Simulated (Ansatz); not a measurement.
# SiC: the cost of one run

All numbers below are computed with Ansatz 0.2.0 (DFT PBEsol, scalar-relativistic, plane waves, PAW).

3 further runs of the same task are left out: 3 set aside as unsound or not needed.

## 1. Starting point

The cell holds 32 atoms (C16GeSi15): a = 7.546 Å, b = 7.546 Å, c = 7.546 Å, α = 109.47°, β = 109.47°, γ = 109.47°.

The coordinates of this cell stand in the input of its own run.

The host was relaxed before at PBEsol: a = 4.357 Å, b = 4.357 Å, c = 4.357 Å, α = 90.00°, β = 90.00°, γ = 90.00° (conventional cell), 10.337 Å³/atom.

Places, in fractions of the supercell: Ge in place of Si at (0.250, 0.750, 0.250). The start keeps the symmetry of the ideal site.

## 2. Band edges of the host over the zone

input.yaml reads:

```yaml
crystal:
  lattice:
    - [0.0, 2.1783973796, 2.1783973796]
    - [2.1783973796, 0.0, 2.1783973796]
    - [2.1783973796, 2.1783973796, 0.0]
  atoms:
    - { symbol: Si, position: [0.25, 0.25, 0.25] }
    - { symbol: C, position: [0.0, 0.0, 0.0] }
basis:
  ecutwfc: 420
  xc_grid: 2
kpoints:
  mp_grid: { grid: [10, 10, 10] }
  band_path: { path: [VBM, CBM], npoints: 2 }
hamiltonian:
  xc: pbesol
scf:
  occupations: { method: gaussian, width: 0.02 }
output:
  forces: true
  stress: true
  eigenvalues: true
```

Started as:

```console
ansatz run input.yaml --threads 8 --pin off --max-ram 16384MiB --backend cpu --events-out ev --progress --plain --runs-dir out
```

What time and memory should one allow on 8 threads of Arm Neoverse V1, shared host?

About 1.1 s, with a peak of 0.29 GiB.
